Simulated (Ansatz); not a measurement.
Runs of Ansatz 0.2.0 on BAs. The structure is cubic, space group F-43m (No. 216). The conventional cell has a = 4.777 Å, b = 4.777 Å, c = 4.777 Å, α = 90.00°, β = 90.00°, γ = 90.00°. As (site symmetry -43m) is surrounded by 4 B at 2.07 Å. Around B (site symmetry -43m) lie 4 As at 2.07 Å. 

| task | level | potentials or basis | spin | cell | k mesh | cutoff (eV) | smearing | points for each segment of the path | q mesh | other keys | gap on the mesh (eV) | pressure (GPa) | largest force (eV/Å) |
| --- | --- | --- | --- | --- | --- | --- | --- | --- | --- | --- | --- | --- | --- |
| band structure | SVWN5 | PseudoDojo stringent (LDA files) | off | cell strained at random at fixed volume | 7 × 7 × 7 | 1361 | fermi-dirac 0.025 eV | 14 | - | - | 0.84 | -3.9 | 0.05 |
| density of states | BLYP+D3(BJ) | Ansatz NC | off | as given | 10 × 10 × 10 | 1143 | fixed | - | - | - | 1.42 | (b) | - |
| phonons | PBEsol+D3(BJ)-ATM | Ansatz PAW | collinear, ferromagnetic start | as given | 8 × 8 × 8 | 420 | gaussian 0.01 eV | 8 | 2 × 2 × 2 | - | 1.10 | - | - |
| atomic charges | r2SCAN | Ansatz PAW | SOC, no magnetisation | as given | 10 × 10 × 10 | 699 | fixed | - | - | basis.ecutwfc = 51.4 Ry | 1.30 | (a) | - |
| single point | PBE | Ansatz PAW | off | atoms moved at random, drawn with an rms of 0.05 Å | 10 × 10 × 10 | 420 | fermi-dirac 0.05 eV | - | - | - | 0.66 | 3.0 | 1.00 |

Task: Estimate the missing entries.

Result: (a) 0.6; (b) -0.2.

Caveats: the PAW data sets come from PBE, with cores solved anew for the run's functional, which leaves a small shift of forces and pressure (some runs); the potentials were made for another functional, which shifts forces and pressure (some runs).

A k mesh can miss the band edges, and rows without SOC leave out spin-orbit coupling on As.

The runs don't all hold the same shells in valence.
